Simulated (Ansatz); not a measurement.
# SnO2 (C2/m) in Ansatz: relaxation of the atoms with PBE

Aim: the relaxation of the atoms of SnO2 with PBE.

Program: Ansatz 0.2.0. These are calculated values, not measurements. Logs are shortened: lines on timing, memory, paths and dates and some standing lists are left out, and cuts for length are marked.

## Step 1: The cell of the first run

The structure is monoclinic, space group C2/m (No. 12). The conventional cell has a = 14.894 Å, b = 3.232 Å, c = 10.749 Å, α = 90.00°, β = 133.85°, γ = 90.00°. Around Sn (site symmetry m) lie 6 O at 2.07 to 2.16 Å. Around Sn (site symmetry m) lie 6 O at 2.06 to 2.13 Å. O (site symmetry m) is surrounded by 3 Sn at 2.10 to 2.13 Å. O (site symmetry m) is surrounded by 3 Sn at 2.11 to 2.16 Å. O (site symmetry m) is surrounded by 3 Sn at 2.06 to 2.11 Å. Around O (site symmetry m) lie 3 Sn at 2.07 to 2.12 Å.

The cell comes from a database or a generator and needn't be the stable form of this composition.

## Step 2: Relaxation of the atoms, PBE (strained by +4 %)

The input, input.yaml:

```yaml
crystal:
  lattice:
    - [-5.2658438, 5.2658438, 1.616233]
    - [5.2658438, -5.2658438, 1.616233]
    - [5.4807762, 5.4807762, -1.616233]
  atoms:
    - { symbol: Sn, position: [0.3510765, 0.8310675, 0.182144] }
    - { symbol: Sn, position: [0.8310675, 0.6489235, 0.479991] }
    - { symbol: Sn, position: [0.1689325, 0.3510765, 0.520009] }
    - { symbol: Sn, position: [0.6489235, 0.1689325, 0.817856] }
    - { symbol: O, position: [0.2056015, 0.1549285, 0.36053] }
    - { symbol: O, position: [0.8450715, 0.2056015, 0.050673] }
    - { symbol: O, position: [0.7943985, 0.8450715, 0.63947] }
    - { symbol: O, position: [0.1549285, 0.7943985, 0.949327] }
    - { symbol: O, position: [0.1610445, 0.5429605, 0.704005] }
    - { symbol: O, position: [0.5429605, 0.8389555, 0.381916] }
    - { symbol: O, position: [0.4570395, 0.1610445, 0.618084] }
    - { symbol: O, position: [0.8389555, 0.4570395, 0.295995] }
hamiltonian:
  xc: pbe
  pseudopotentials: { kind: paw }
kpoints:
  mp_grid: { grid: [7, 7, 7] }
scf:
  occupations: { method: fermi_dirac, width: 0.05 }
output:
  forces: true
  stress: true
  eigenvalues: true
relax:
  f_tol: 0.01
  max_steps: 40
```

Potentials or basis: Ansatz PAW.

Run with:

```bash
> ansatz run input.yaml --threads 4 --pin off --max-ram 11264MiB --backend cpu --events-out ev --progress --plain --runs-dir out
```

The log of the run:

```text
Warning: output.stress: scf.convergence.dr2_threshold = 1e-7 eV (the SCF's general default) is looser than the 1.2e-9 eV advised for a printed stress (1e-10 eV for each atom of the cell: 12). What an SCF threshold leaves in a stress goes as its square root, and in the free energy as the threshold itself, and one threshold admits the most on a small cell: of the crystals measured, under no hybrid functional and no lock of the moments, on runs that ended without the residual-converged pass, on stresses that held no estimate of that error, the worst erred by over 100 MPa in a component at 1e-7 eV an atom and by under 5 at 1e-10. Every solve of this run answers to scf.convergence.dr2_threshold, and the tensor of one is reported: a single SCF on the reported geometry and on this run's grids (its basis.xc_grid and basis.ecutrho_ratio typed), with scf.convergence.dr2_threshold at 1.2e-9 eV or tighter, prints it and tightens no other solve. Else set scf.convergence.dr2_threshold to 1.2e-9 eV or tighter. The threshold is an SCF's pass mark: one that does not reach it within its budget of iterations ends unconverged, or closes short of it on a stop that the run arms, and scf.convergence.dr2_threshold's page says what that costs each kind of run
Warning: RAYON_NUM_THREADS=4 ignored (pool sized by the plan → 4); use --threads N
basis.fft_grid_basis auto: the FFT boxes are laid along the combinations [[1, 1, 0], [0, 1, 0], [0, 0, 1]] of the cell's own vectors, 3.232, 7.620 and 7.918 Å long. The dense box has 24×54×54 points. Along the cell's own vectors, as sized, it would have 54×54×54, 2.25 times as many. Of the 4 symmetry operations that the crystal satisfies within crystal.symmetry.tolerance (time reversal apart; of a slab, those that keep its plane) the dense box along the cell's own vectors carries 4, and the one as laid loses 2 of those. basis.fft_grid_basis: typed keeps the cell's own vectors: state it where this run's energies or levels are differenced outside the engine with another run's, or held beside a run that keeps those vectors.
Engine: ansatz 0.2.0, aarch64-unknown-linux-gnu
Pseudopotentials: kind: paw
Pseudopotential: Sn, paw, valence charge 14, recommended cutoff 420 eV (normal), Sn.paw.azcp
Pseudopotential: O, paw, valence charge 6, recommended cutoff 420 eV (normal), O.paw.azcp
Functional definition: PBE
  parameter kappa = 0.804
  parameter beta = 0.06672455060314922
  exchange = pbe_x(kappa = kappa, mu = beta*pi^2/3)
  correlation = pbe_c(beta = beta)
Crystal: 12 atoms, lattice volume = 186.584 Å³
Basis set: ecut = 420 eV, 3637 PW (Γ), FFT grids on a1+a2, a2, a3, exchange–correlation on 48×108×108 points (8 copies of the dense FFT grid, shifted against one another)
Bands: 64, of which v1, the nominal top of the filled ones, is band 52 counted from 1 (51 counted from 0)
Symmetry: 4 space group operations
Space group: C2/m (ITA 12), of the structure as read, at distance tolerance 5.7e-5 Å
k-points: 100 of 343
Non-local potential: Sn, projectors of the file, l = 0: 2, l = 1: 2, l = 2: 2, l = 3: 2
Non-local potential: O, projectors of the file, l = 0: 2, l = 1: 2, l = 2: 1
PAW form: soft (Blöchl's): semilocal exchange-correlation on the pseudo side does not see the compensation charge
PAW one-centre angular grid: Sn, 590 points (default); XC on 64 Gauss nodes
PAW one-centre angular grid: O, 110 points (default); XC on 64 Gauss nodes
Initial density: superposition of atomic densities (neutral atoms: chi_scale 0, normalization atom), corrected by the library's trained network
Initial wavefunctions: pseudopotential atomic-orbital guess
Functional: x = pbe(κ = 0.804, μ = 0.2195149727645171), c = pbe(β = 0.06672455060314922)
SCF iter   1: F=—  HF=-28635.096250 eV  |F-HF|=—  |Δ(HF+E_count)|=         —  Δρ=2.28e-3  dr2=1.06e-2  ethr=1.77e-3  ⟨swp⟩=6.1  Hψ=25957  notcnv=0  defer=200
preconditioner: auto → Resta (q_TF=auto, 2.475 Å⁻¹)  ε∞=3.2  [insulator: Δε(μ)=1.721 eV  Ē_g=18.898 eV  σ=0.050 eV  W_gap=1.00  n_scr=50 (ndim 8)  ℏωp=27.7 eV  f_vac=0.215  D(μ)=0.00/eV (n_scr^D=0)  ε∞_Penn≈3.2  vacuum switching on, ρ_ref=2.6e-2 e/Å³]
SCF iter   2: F=—  HF=-28635.100262 eV  |F-HF|=—  |Δ(HF+E_count)|=   4.01e-3  Δρ=1.10e-3  dr2=1.53e-3  ethr=1.02e-5  ⟨swp⟩=2.1  Hψ=12809  notcnv=0  defer=540
SCF iter   3: F=—  HF=-28635.100855 eV  |F-HF|=—  |Δ(HF+E_count)|=   5.92e-4  Δρ=4.68e-4  dr2=4.10e-4  ethr=1.47e-6  ⟨swp⟩=2.0  Hψ=8226  notcnv=0  defer=540
SCF iter   4: F=—  HF=-28635.100938 eV  |F-HF|=—  |Δ(HF+E_count)|=   8.32e-5  Δρ=1.83e-4  dr2=5.86e-5  ethr=3.94e-7  ⟨swp⟩=2.0  Hψ=8143  notcnv=0  defer=540
SCF iter   5: F=—  HF=-28635.100932 eV  |F-HF|=—  |Δ(HF+E_count)|=   5.60e-6  Δρ=6.21e-5  dr2=5.77e-6  ethr=5.64e-8  ⟨swp⟩=2.0  Hψ=8484  notcnv=0  defer=540
SCF iter   6: F=-28635.100935 eV  HF=-28635.100935 eV  |F-HF|=1.87e-7  |Δ(HF+E_count)|=   2.72e-6  Δρ=1.69e-5  dr2=4.50e-7  ethr=2.40e-9  ⟨swp⟩=14.7  Hψ=35271  notcnv=0
SCF 1 converged in 6 iterations: F = -28635.100935 eV  dr2 = 4.50e-7
relax step   1: F+E_penalty+E_count = -28635.10093512 eV  Δ(F+E_penalty+E_count) = +0.000e0 eV  max|allowed force component| = 4.492e-1 eV/Å  Δτ_max = 0.0000 Å  (6 SCF iters, dr2 threshold 2.50e-6 eV, accepted)
Initial density: handed on by an earlier stage of this run
Initial wavefunctions: those handed on with the density
iter 1 solved again at ethr=9.12e-5 eV; its pass at ethr=3.10e-3 eV (dr2=9.49e-2 eV) is discarded
SCF iter   1: F=—  HF=-28635.139075 eV  |F-HF|=—  |Δ(HF+E_count)|=         —  Δρ=1.05e-2  dr2=9.45e-2  ethr=9.12e-5  ⟨swp⟩=1.6  Hψ=22398  notcnv=0  defer=675
preconditioner: auto → Resta (q_TF=auto, 2.475 Å⁻¹)  ε∞=3.1  [insulator: Δε(μ)=1.717 eV  Ē_g=18.944 eV  σ=0.050 eV  W_gap=1.00  n_scr=50 (ndim 8)  ℏωp=27.7 eV  f_vac=0.217  D(μ)=0.00/eV (n_scr^D=0)  ε∞_Penn≈3.1]
[... 36 lines left out ...]
iter 1 solved again at ethr=1.07e-10 eV; its pass at ethr=3.10e-3 eV (dr2=1.11e-7 eV) is discarded
SCF iter   1: F=—  HF=-28635.141260 eV  |F-HF|=—  |Δ(HF+E_count)|=         —  Δρ=7.79e-6  dr2=1.11e-7  ethr=1.07e-10  ⟨swp⟩=1.0  Hψ=15600  notcnv=0
preconditioner: auto → Resta (q_TF=auto, 2.475 Å⁻¹)  ε∞=3.1  [insulator: Δε(μ)=1.761 eV  Ē_g=18.938 eV  σ=0.050 eV  W_gap=1.00  n_scr=50 (ndim 8)  ℏωp=27.7 eV  f_vac=0.217  D(μ)=0.00/eV (n_scr^D=0)  ε∞_Penn≈3.1]
SCF iter   2: F=-28635.141264 eV  HF=-28635.141264 eV  |F-HF|=3.90e-9  |Δ(HF+E_count)|=   3.64e-6  Δρ=3.32e-6  dr2=2.52e-8  ethr=9.62e-11  ⟨swp⟩=3.9  Hψ=24031  notcnv=0
SCF 6 converged in 2 iterations: F = -28635.141264 eV  dr2 = 2.52e-8
relax step   6: F+E_penalty+E_count = -28635.14126408 eV  Δ(F+E_penalty+E_count) = -5.216e-8 eV  max|allowed force component| = 5.526e-3 eV/Å  Δτ_max = 0.0000 Å  (2 SCF iters, accepted)
SCF converged after 2 iterations
Free energy (F): -28635.141264 eV
Harris-Foulkes:  -28635.141264 eV  (|F-HF|=3.90e-9)
Internal energy: -28635.141264 eV  (E = F + TS)
E sigma→0 (E₀):  -28635.141264 eV
Fermi energy:    6.126221 eV
--- Per-component energies (eV) ---
  E_band       = -638.322704
  E_kinetic    = 2154.430037
  E_local      = -10396.082108  (includes V_loc(G=0)·N_el)
  E_nonlocal   = 266.686290
  E_hartree    = 5117.413296
  E_xc         = -2107.495939
  E_vxc        = -1124.286581  (∫ρ·V_xc dr)
  E_paw        = -17853.417160  (= ΣΔE_a)
  E_vpaw       = -1773.916135  (= ΣTr[D̂ρ^β])
  E_aug_tail   = 0.019406  (compensation charges beyond the density's cutoff)
  E_ewald      = -5816.695086
  E_smearing   = -0.000000  (= −TS)
  E_closure    = 0.000000  (closes the sum)
  Σ components = -28635.141264   (vs F -28635.141264, Δ=0.00e0)
--- Forces (eV/Å), atoms counted from 1 ---
  atom   1  Sn    -0.00151303    -0.00458436    -0.00000000
  atom   2  Sn    -0.00552575     0.00095804     0.00000000
  atom   3  Sn     0.00552575    -0.00095804     0.00000000
  atom   4  Sn     0.00151303     0.00458436     0.00000000
  atom   5  O     -0.00488565     0.00117092     0.00000000
  atom   6  O     -0.00008993     0.00010951     0.00000000
  atom   7  O      0.00488565    -0.00117092     0.00000000
  atom   8  O      0.00008993    -0.00010951     0.00000000
  atom   9  O     -0.00235186    -0.00114925     0.00000000
  atom  10  O      0.00081073     0.00237679     0.00000000
  atom  11  O     -0.00081073    -0.00237679     0.00000000
  atom  12  O      0.00235186     0.00114925     0.00000000
  max |Σ_I F_I| component: 0.00e0 eV/Å
--- Stress (GPa, compression-positive) ---
        1.176682      -1.011201       0.000000
       -1.011200       0.724890       0.000000
        0.000000       0.000000       0.361305
  P = ⅓ Tr σ = 0.7543 GPa (7.543 kbar)
--- Band table (eV; the first three rows and the last of 100) ---
  k-point 0: bands = ["-15.3562", "-15.3333", "-15.1795", "-14.7898", "-14.6818", "-14.6419", "-14.6412", "-14.6310", "-14.6058", "-14.6040", "-14.6033", "-14.5536", "-14.5359", "-14.5033", "-14.4764", "-14.4745", "-14.4278", "-14.4263", "-14.4088", "-14.3617", "-13.0311", "-12.2410", "-11.8882", "-11.8021", "-11.5346", "-10.6529", "-10.1952", "-10.1193", "-1.1076", "-0.7705", "-0.7361", "1.0366", "1.7193", "2.3187", "2.3514", "2.5362", "2.5682", "2.6389", "2.6564", "3.3326", "3.6082", "3.9304", "3.9909", "4.2117", "4.2988", "4.3872", "4.4502", "4.5377", "4.6152", "4.9184", "4.9434", "4.9669", "6.8986", "9.8466", "9.8688", "10.2308", "11.7893", "11.9943", "12.3517", "12.4157", "14.1627", "15.5380", "15.6318", "15.8768"]
  k-point 1: bands = ["-15.3707", "-15.3341", "-15.1511", "-14.7965", "-14.6855", "-14.6466", "-14.6419", "-14.6274", "-14.6078", "-14.6032", "-14.6009", "-14.5544", "-14.5379", "-14.5072", "-14.4758", "-14.4739", "-14.4276", "-14.4274", "-14.4077", "-14.3619", "-13.0124", "-12.3068", "-11.8558", "-11.7679", "-11.5206", "-10.7315", "-10.1518", "-10.1115", "-1.3098", "-0.7603", "-0.4987", "1.0595", "1.6968", "2.2521", "2.3511", "2.4058", "2.6351", "2.6510", "2.7560", "3.3715", "3.5657", "3.9169", "3.9699", "4.2130", "4.2970", "4.3134", "4.4642", "4.5464", "4.6102", "4.8641", "4.9430", "5.0068", "7.0489", "9.6175", "9.8951", "10.3751", "11.7890", "11.9987", "12.3523", "12.4030", "14.1450", "15.3841", "15.7352", "15.9076"]
  k-point 2: bands = ["-15.3952", "-15.3356", "-15.0893", "-14.8203", "-14.6940", "-14.6526", "-14.6419", "-14.6236", "-14.6099", "-14.6018", "-14.5979", "-14.5560", "-14.5428", "-14.5141", "-14.4747", "-14.4727", "-14.4295", "-14.4273", "-14.4056", "-14.3624", "-12.9611", "-12.4370", "-11.8110", "-11.6776", "-11.4875", "-10.8936", "-10.0999", "-10.0759", "-1.5317", "-0.8030", "-0.1033", "1.1081", "1.6410", "2.1288", "2.1672", "2.3509", "2.7184", "2.8105", "2.8726", "3.4140", "3.4542", "3.8573", "3.9662", "4.1586", "4.2158", "4.2942", "4.4969", "4.5679", "4.5958", "4.7893", "4.9444", "5.0433", "7.4212", "9.1942", "9.9757", "10.5376", "11.8023", "12.0130", "12.2806", "12.4225", "14.1138", "15.2499", "15.7689", "15.8556"]
  k-point 99: bands = ["-15.4343", "-15.3052", "-14.9990", "-14.9006", "-14.6959", "-14.6469", "-14.6425", "-14.6384", "-14.6068", "-14.6015", "-14.5982", "-14.5547", "-14.5426", "-14.5202", "-14.4776", "-14.4747", "-14.4273", "-14.4253", "-14.4077", "-14.3627", "-12.8444", "-12.5332", "-11.9956", "-11.5142", "-11.3533", "-11.0602", "-10.1872", "-9.9297", "-1.7351", "-0.7087", "0.1463", "1.1044", "1.6116", "1.9657", "2.0560", "2.4124", "2.7533", "2.9849", "3.0299", "3.2924", "3.3967", "3.8342", "4.0075", "4.0957", "4.2149", "4.2459", "4.4654", "4.5323", "4.5962", "4.5996", "4.9213", "5.1365", "7.9255", "8.8725", "9.8970", "10.6374", "11.8700", "12.0506", "12.1593", "12.4207", "14.1928", "15.0698", "15.4872", "15.6484"]
--- Relaxed structure (6 steps of the walk, 6 accepted, 0 SCFs on fresh bases) ---
  F+E_penalty+E_count = -28635.14126408 eV   max|allowed force component| = 5.526e-3 eV/Å
  atoms:
    - { symbol: Sn, position: [0.3484730072736709, 0.8320790640857731, 0.18055207135944415] }
    - { symbol: Sn, position: [0.835027708511376, 0.6490684355230625, 0.4840961440344386] }
    - { symbol: Sn, position: [0.16497229148862386, 0.3509315644769375, 0.5159038559655614] }
    - { symbol: Sn, position: [0.651526992726329, 0.16792093591422677, 0.8194479286405558] }
    - { symbol: O, position: [0.21008905170187334, 0.15677440644409688, 0.3668634581459702] }
    - { symbol: O, position: [0.8451754650456857, 0.2072362954219747, 0.052411760467660495] }
    - { symbol: O, position: [0.7899109482981267, 0.843225593555903, 0.6331365418540298] }
    - { symbol: O, position: [0.15482453495431417, 0.7927637045780253, 0.9475882395323396] }
    - { symbol: O, position: [0.1626341971292444, 0.5429372629508111, 0.7055714600800554] }
    - { symbol: O, position: [0.5402502553539457, 0.8417811090630138, 0.3820313644169595] }
    - { symbol: O, position: [0.4597497446460542, 0.15821889093698602, 0.6179686355830403] }
    - { symbol: O, position: [0.8373658028707556, 0.45706273704918887, 0.29442853991994455] }
```

Wall time 2.2 min (4 threads of Arm Neoverse V1, shared host); peak memory 1.1 GiB.

Results:

| Property | Result |
| --- | --- |
| Free energy | -28635.1413 eV |
| Energy gained by relaxing | 3.4 meV/atom |
| Ionic steps | 6 |
| Pressure after relaxing | 0.8 GPa |
| Largest force after relaxing | 0.006 eV/Å |
| Band gap on the k mesh | 1.76 eV, indirect (least direct gap 1.93 eV) |

Forces in eV/Å, atoms in the order of the input:
```
Sn  -0.002 -0.005  0.000
Sn  -0.006  0.001  0.000
Sn   0.006 -0.001  0.000
Sn   0.002  0.005  0.000
O   -0.005  0.001  0.000
O    0.000  0.000  0.000
O    0.005 -0.001  0.000
O    0.000  0.000  0.000
O   -0.002 -0.001  0.000
O    0.001  0.002  0.000
O   -0.001 -0.002  0.000
O    0.002  0.001  0.000
```

Stress tensor (GPa, compression positive):
```
 1.18 -1.01  0.00
-1.01  0.72  0.00
 0.00  0.00  0.36
```

The path:
```csv
step,energy change (eV),largest force (eV/Å)
1,0.0000,0.5104
2,-0.0059,0.6640
3,-0.0363,0.1548
4,-0.0396,0.0759
5,-0.0403,0.0057
6,-0.0403,0.0056
```

Final structure:
```
Sn O
1.0
    -5.26584    5.26584    1.61623
     5.26584   -5.26584    1.61623
     5.48078    5.48078   -1.61623
Sn O
4 8
Cartesian
  3.5362 -1.5570 1.6162
  1.6740 3.6325 1.6162
  3.8068 1.8483 0.0000
  1.9446 7.0378 0.0000
  1.7299 2.2914 0.0000
  -3.0720 3.6465 1.6162
  3.7508 3.1893 1.6162
  8.5528 1.8342 0.0000
  5.8697 1.8645 0.0000
  3.6816 0.5060 1.6162
  1.7991 4.9748 0.0000
  -0.3889 3.6163 1.6162
```

Caveat: odd divisions of the mesh miss points on the zone boundary, where band edges often lie, so the gap on the mesh can be too wide; the pressure holds a Pulay correction of +0.7 GPa for the finite cutoff; spin-orbit coupling is left out, which moves the levels of the heavy elements; the thresholds are loose for stress. A k mesh can miss the band edges.
